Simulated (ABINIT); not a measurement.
The system is SnTe.

```
Te Sn
1.0
     0.00000    3.15085    3.15085
     3.15085    0.00000    3.15085
     3.15085    3.15085    0.00000
Te Sn
1 1
Direct
  0.50000 0.50000 0.50000
  0.00000 0.00000 0.00000
```

- Program: ABINIT 10.8.3 (patched build)
- Task: relaxation of cell and atoms
- Functional: LDA
- Potentials or basis: PseudoDojo NC SR LDA v0.4.1 standard
- Cutoff: 1088 eV
- k mesh: 5 × 5 × 5
- Occupations: fermi-dirac, width 0.05 eV
- Spin: no spin polarisation

At the start: pressure -1.5 GPa; volume 31.28 Å³/atom.

Q: How do energy, volume and symmetry change on relaxing?

A: Over 4 steps the energy falls by 5.0 meV/atom and the volume is 30.27 Å³/atom (-3.2 %); space group Fm-3m (No. 225, to 0.05 Å).

The path:
```csv
step,energy change (eV),largest force (eV/Å),pressure (GPa),volume (Å³)
1,0.0000,0.0000,-1.52,62.56
2,-0.0026,0.0000,-1.32,62.27
3,-0.0099,0.0000,0.06,60.45
4,-0.0100,0.0000,0.00,60.53
```

Final structure:
```
Te Sn
1.0
     0.00000    3.11636    3.11636
     3.11636    0.00000    3.11636
     3.11636    3.11636    0.00000
Te Sn
1 1
Direct
  0.50000 0.50000 0.50000
  0.00000 0.00000 0.00000
```
